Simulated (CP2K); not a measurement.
Crystal: GaP.

```xyz
2
Lattice="3.4567 0.0000 0.0000 0.0000 3.4567 0.0000 0.0000 0.0000 2.8026" Properties=species:S:1:pos:R:3 pbc="T T T"
Ga    0.0000    0.0000    0.0000
P     1.7283    1.7283    1.4013
```

The cell was built by a generator and needn't be a form met in nature.

Program: CP2K 2026.2. Alike in all runs: task single point; level PBE; no spin polarisation; cell as given; k mesh 8 × 8 × 9; smearing fermi-dirac 0.05 eV. Hardware: 1 thread of Arm Neoverse V2, with other jobs on the host.

Order these runs on this cell by their wall time, lowest first.
A. potentials or basis POTENTIAL_UZH Ga GTH-PBE-q13, P GTH-PBE-q5; ccGRB-D basis
B. potentials or basis POTENTIAL_UZH Ga GTH-PBE-q13, P GTH-PBE-q5; DZVP-MOLOPT-PBE-GTH basis
C. potentials or basis POTENTIAL_UZH Ga GTH-PBE-q13, P GTH-PBE-q5; TZV2P-MOLOPT-PBE-GTH basis

A (12 s), B (31 s), C (76 s).

Caveats: the basis of atomic orbitals isn't converged, which shifts pressures, moduli and gaps.
